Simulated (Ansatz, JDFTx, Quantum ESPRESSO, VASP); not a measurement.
Pb: 5 runs at one level of theory

The starting cell:

```
CELL_PARAMETERS angstrom
0.00000 2.47502 2.47502
2.47502 0.00000 2.47502
2.47502 2.47502 0.00000
ATOMIC_POSITIONS crystal
Pb 0.00000 0.00000 0.00000
```

Alike in all runs: task relaxation of cell and atoms; functional PBEsol; k mesh 9 × 9 × 9; occupations fermi-dirac, width 0.05 eV; no spin polarisation; no spin-orbit coupling.

```json
{"program and potentials": "Ansatz, Ansatz PAW", "plane-wave cutoff (eV)": "420", "notes": "potentials made for PBE, which Ansatz adapts in part", "equilibrium volume (Å³/atom)": "29.94"}
{"program and potentials": "JDFTx, PseudoDojo-SR-PBEsol-0.4.1-standard", "plane-wave cutoff (eV)": "762", "notes": "-", "equilibrium volume (Å³/atom)": "29.94"}
{"program and potentials": "VASP, PBE PAW files Pb_d, 600 eV", "plane-wave cutoff (eV)": "600", "notes": "potentials made for PBE", "equilibrium volume (Å³/atom)": "29.94"}
{"program and potentials": "Quantum ESPRESSO, GBRV 1.5 PBEsol", "plane-wave cutoff (eV)": "612", "notes": "-", "equilibrium volume (Å³/atom)": "29.79"}
{"program and potentials": "Ansatz, all-electron LAPW, scalar-relativistic", "plane-wave cutoff (eV)": "-", "notes": "-", "equilibrium volume (Å³/atom)": "29.94"}
```

The equilibrium volume spans 29.79 (Quantum ESPRESSO, GBRV 1.5 PBEsol) to 29.94 Å³/atom (JDFTx, PseudoDojo-SR-PBEsol-0.4.1-standard), with all-electron results at 29.94. Relaxations stop with a little pressure left, so the last digit of a volume isn't settled.

The functional is the same throughout but for its coding, so the spread measures potentials, basis and numerics; runs on potential files found faulty are left out.

Four of the five runs, including the all-electron reference, give essentially the same volume for fcc lead. Only the GBRV run stands apart, with a slightly smaller cell, probably because of how its potential represents the core and the semicore 5d shell. The potentials generated for PBE show no visible penalty when used with PBEsol, which suggests that the mismatch in core-valence exchange and correlation hardly affects the equilibrium volume here, although compensating errors can't be excluded.

Lead is a demanding test in this respect because it is soft. The relativistically stabilised 6s pair contributes little to cohesion, which leaves fairly weak metallic bonding through the 6p electrons. The energy curve is therefore shallow, and a small error in pressure shifts the volume more than it would in a stiff transition metal. Agreement among these runs supports the transferability of the potentials near equilibrium, but not the scalar-relativistic description itself, since spin-orbit coupling acts strongly on the 6p states that carry the bonding.
